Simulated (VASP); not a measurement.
Co, 2 atoms in the cell. It takes space group I4_1/amd (No. 141, tetragonal). The conventional cell has a = 4.337 Å, b = 4.337 Å, c = 2.366 Å, α = 90.00°, β = 90.00°, γ = 90.00°. Co (site symmetry -4m2) is surrounded by 6 Co at 2.25 to 2.37 Å. The cell was built by a generator and needn't be a form met in nature.

```yaml
Program: VASP 6.6.1
Task: single point
Functional: r2SCAN
Potentials_or_basis: VASP PAW PBE potentials, release 64 (Co)
Cutoff: 520 eV
k_mesh: 8 × 8 × 8
Occupations: gaussian, width 0.1 eV
Spin: collinear spin, typed start
Starting_moments: "[3.0, 3.0] μB"
Dipole_correction: no
Further_INCAR_settings: ALGO = Normal; EDIFF = 1e-06; NBANDS = 20
```

Potentials or basis: VASP PAW PBE potentials, release 64 (Co).

The run is started by

```sh
$ cat potpaw_PBE.64/Co/POTCAR > POTCAR
$ cp INCAR.step1 INCAR
$ mpirun -np 1 vasp_std > vasp.out
$ cp INCAR.step2 INCAR
$ mpirun -np 1 vasp_std > vasp.out
```

Hardware: 1 thread of AMD EPYC 7R13 Processor (Zen 3), with other jobs on the host.

Q: How long does it take, and how much memory?

A: Wall time 3 min on 1 thread of AMD EPYC 7R13 Processor (Zen 3) (shared host), peak memory 0.15 GiB. Counts: scf iterations 9, k points 59.
